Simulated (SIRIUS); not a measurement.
**Fe under changes of volume**

One of the cells (12.019 Å³/atom); the others are scaled copies at fixed shape and fractional positions:

```
CELL_PARAMETERS angstrom
-1.44300 1.44300 1.44300
1.44300 -1.44300 1.44300
1.44300 1.44300 -1.44300
ATOMIC_POSITIONS crystal
Fe 0.00000 0.00000 0.00000
```

| Item | Value |
| --- | --- |
| Program | SIRIUS 7.12.0 |
| Functional | BLYP |
| Potentials or basis | all-electron FP-LAPW |
| Cutoff | 205 eV |
| Basis | apw+lo standard |
| k mesh | 13 × 13 × 13 |
| Occupations | fermi-dirac, width 0.05 eV |
| Spin | collinear spin, ferromagnetic start |
| Starting moments | [3.0] μB |

```tsv
volume (Å³/atom)	energy over the lowest point (meV/atom)	moment (μB per cell)
11.298	10.46	2.09
11.538	2.16	2.11
11.778	0.00	2.15
12.019	?	?
12.259	10.31	2.25
12.499	20.38	2.32
12.740	33.10	2.39
```

Q: What does the run at 12.019 Å³/atom give?

A: Energy over the lowest point 3.10 meV/atom; moment 2.19 μB per cell.

Worked out: A Birch-Murnaghan fit of order 3 (a polynomial in V^(-2/3)) to the other rows has its minimum at 11.75 Å³/atom with B0 = V·E''(V) = 171 GPa (rough, since the energies scatter). It gives 3.14 meV/atom at 12.019 Å³/atom, against the run's 3.10. A parabola through the other rows of the moment, of slope 0.211 μB per Å³/atom there, gives 2.20 μB, against the run's 2.19.

Energies are extrapolated to zero smearing.
